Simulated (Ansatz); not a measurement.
This Ansatz input for NiAs-type NiO was spoiled on purpose:

```yaml
crystal:
  lattice:
    - [2.913096560302, 2.886755618295e-11, 0.0]
    - [-1.456548280176, 2.522815624884, 0.0]
    - [0.0, 0.0, 5.0552182658]
  atoms:
    - { symbol: Ni, position: [0.0, 0.0, 0.0], spin: 2.0 }
    - { symbol: Ni, position: [0.0, 0.0, 0.5], spin: -2.0 }
    - { symbol: O, position: [0.3333333333333, 0.6666666666667, 0.2499995579] }
    - { symbol: O, position: [0.6666666666667, 0.3333333333333, 0.7500004421] }
basis:
  ecutwfc: 420
  ecutrho_ratio: 4
kpoints:
  mp_grid: { grid: [1, 1, 1] }
hamiltonian:
  xc: pbe
scf:
  occupations: { method: gaussian, width: 0.05 }
  max_iter: 80
output:
  forces: true
  stress: true
magnetization:
  spin_polarized: true
```

Launched as:
```sh
ansatz run input.yaml --threads 2 --pin off --max-ram 2662MiB --backend cpu --events-out ev --progress --plain --runs-dir out
```

Q: What is wrong with it?

A: One k-point for a small cell. Against the sound input: kpoints.mp_grid.grid: [12, 12, 8] → [1, 1, 1] (the cap on iterations is only a precaution).

What the program printed:

```
SCF iter   1: F=—  HF=-12803.641367 eV  |F-HF|=—  |Δ(HF+E_count)|=         —  Δρ=2.28e-1 (↑2.28e-1 ↓2.28e-1)  dr2=1.88e1  dr2_m=1.15e1  M=0.000 μB ∫|m|=0.657 μB  β_m=0.30  ethr=3.10e-3  ⟨swp⟩=7.0  Hψ=254  notcnv=0
Mixer restart at iter 1: flushing history
SCF iter   2: F=—  HF=-12805.359289 eV  |F-HF|=—  |Δ(HF+E_count)|=    1.72e0  Δρ=1.15e-1 (↑1.15e-1 ↓1.15e-1)  dr2=1.86e0  dr2_m=3.78e0  M= 0.000 μB ∫|m|=1.079 μB  β_m=0.41  ethr=3.10e-3  ⟨swp⟩=3.0  Hψ=148  notcnv=0  defer=6
SCF iter   3: F=—  HF=-12806.631618 eV  |F-HF|=—  |Δ(HF+E_count)|=    1.27e0  Δρ=8.21e-2 (↑8.21e-2 ↓8.21e-2)  dr2=2.48e0  dr2_m=1.64e0  M=0.000 μB ∫|m|=0.725 μB  β_m=0.49  ethr=3.10e-3  ⟨swp⟩=3.0  Hψ=116  notcnv=0  defer=6
SCF iter   4: F=—  HF=-12807.063739 eV  |F-HF|=—  |Δ(HF+E_count)|=   4.32e-1  Δρ=1.13e-2 (↑1.13e-2 ↓1.13e-2)  dr2=7.25e-2  dr2_m=1.64e-2  M=0.000 μB ∫|m|=0.631 μB  β_m=0.72  ethr=3.10e-3  ⟨swp⟩=2.0  Hψ=96  notcnv=0  defer=6
SCF iter   5: F=—  HF=-12807.119864 eV  |F-HF|=—  |Δ(HF+E_count)|=   5.61e-2  Δρ=7.88e-3 (↑7.88e-3 ↓7.81e-3)  dr2=5.01e-2  dr2_m=7.37e-4  M=0.000 μB ∫|m|=0.562 μB  β_m=0.86  ethr=1.51e-4  ⟨swp⟩=2.0  Hψ=106  notcnv=0  defer=6
SCF iter   6: F=—  HF=-12807.130717 eV  |F-HF|=—  |Δ(HF+E_count)|=   1.09e-2  Δρ=4.47e-3 (↑1.30e-3 ↓4.47e-3)  dr2=3.34e-3  dr2_m=2.56e-3  M=0.000 μB ∫|m|=0.446 μB  β_m=0.93  ethr=1.04e-4  ⟨swp⟩=2.0  Hψ=88  notcnv=0  defer=6
SCF iter   7: F=—  HF=-12807.133492 eV  |F-HF|=—  |Δ(HF+E_count)|=   2.77e-3  Δρ=6.65e-3 (↑6.65e-3 ↓1.74e-3)  dr2=1.63e-2  dr2_m=2.30e-3  M=0.000 μB ∫|m|=0.397 μB  β_m=0.93  ethr=6.97e-6  ⟨swp⟩=2.0  Hψ=121  notcnv=0  defer=6
...
SCF iter  14: F=—  HF=-12807.132242 eV  |F-HF|=—  |Δ(HF+E_count)|=   2.31e-6  Δρ=2.16e-5 (↑2.16e-5 ↓1.44e-5)  dr2=1.22e-7  dr2_m=6.43e-8  M=0.000 μB ∫|m|=0.003 μB  β_m=0.88  ethr=5.89e-8  ⟨swp⟩=1.5  Hψ=70  notcnv=0  defer=6
SCF iter  15: F=—  HF=-12807.132242 eV  |F-HF|=—  |Δ(HF+E_count)|=   1.69e-7  Δρ=1.76e-5 (↑1.76e-5 ↓5.17e-6)  dr2=1.00e-7  dr2_m=2.26e-8  M=0.000 μB ∫|m|=0.002 μB  β_m=0.94  ethr=2.54e-10  ⟨swp⟩=2.0  Hψ=108  notcnv=0  defer=6
SCF iter  16: F=—  HF=-12807.132242 eV  |F-HF|=—  |Δ(HF+E_count)|=   7.90e-9  Δρ=4.14e-6 (↑3.23e-6 ↓4.14e-6)  dr2=1.62e-8  dr2_m=1.24e-10  M=0.000 μB ∫|m|=0.000 μB  β_m=0.97  ethr=2.08e-10  ⟨swp⟩=2.0  Hψ=98  notcnv=0  defer=6
SCF iter  17: F=-12807.132242 eV  HF=-12807.132242 eV  |F-HF|=8.10e-9  |Δ(HF+E_count)|=  2.71e-10  Δρ=2.67e-6 (↑2.43e-6 ↓2.67e-6)  dr2=8.47e-9  dr2_m=1.10e-11  M=0.000 μB ∫|m|=0.000 μB  ethr=3.37e-11  ⟨swp⟩=2.0  Hψ=182  notcnv=0
```

```
SCF 1 converged in 17 iterations: F = -12807.132242 eV  dr2 = 8.47e-9
iteration 17: the least curvature of the free energy that was read at this close is 0.027 (0.059 in the run's own bands): near zero (its residual is 0.004), and the free energy falls along no way that was tried (none was if the reading's last walks met no value under 0.05)
SCF converged after 17 iterations
Magnetization: 0.0000 μB (24.0000 up, 24.0000 down)
Absolute magnetization: 0.0001 μB (∫|ρ↑−ρ↓|, with the PAW one-centre terms)
Per-site moments (μB) at R_I (Å): [(0.00005, 0.86781), (-0.00005, 0.86781), (0.00000, 0.86781), (0.00000, 0.86781)]
Free energy (F): -12807.132242 eV
E sigma→0 (E₀):  -12807.132242 eV
Fermi energy:    15.007615 eV
--- Forces (eV/Å), atoms counted from 1 ---
  atom   1  Ni     0.00000000     0.00000000     0.00000000
  atom   2  Ni     0.00000000     0.00000000     0.00000000
  atom   3  O      0.00000000     0.00000000     0.00011207
  atom   4  O      0.00000000     0.00000000    -0.00011207
--- Stress (GPa, compression-positive) ---
      -15.991254       0.000000       0.000000
        0.000000     -15.991254       0.000000
        0.000000       0.000000       2.324435
  P = ⅓ Tr σ = -9.8860 GPa (-98.860 kbar)
```

The run converged all the same; its pressure of -10 GPa shows the fault against the sound run's. Its energy lies 1148 meV/atom from the sound one. Run time: 3.8 s on 2 threads of Arm Neoverse V1, on a shared host, peak memory 0.29 GiB. The run before the change (PBE, 420 eV, 12×12×8 mesh) gave:

| run | P (GPa) | gap on the mesh (eV) | cell moment (μB) | largest force component (eV/Å) |
| --- | --- | --- | --- | --- |
| sound | 0.0 | 0.76 | 0.00 | 0.000 |
| spoiled | -9.9 | 0.93 | 0.00 | 0.000 |

The two runs also differ in their start: the sound one had the moments 1.46, -1.46, 0.00, 0.00 μB typed, and went on from the state of an earlier run.

The start was a prototype's sites filled with these elements. The Crystallography Open Database lists the compound in space group Fm-3m (rock salt), so this is a trial structure.

Of that run: Kohn–Sham gaps of semilocal functionals lie under measured ones, often by a third or more.
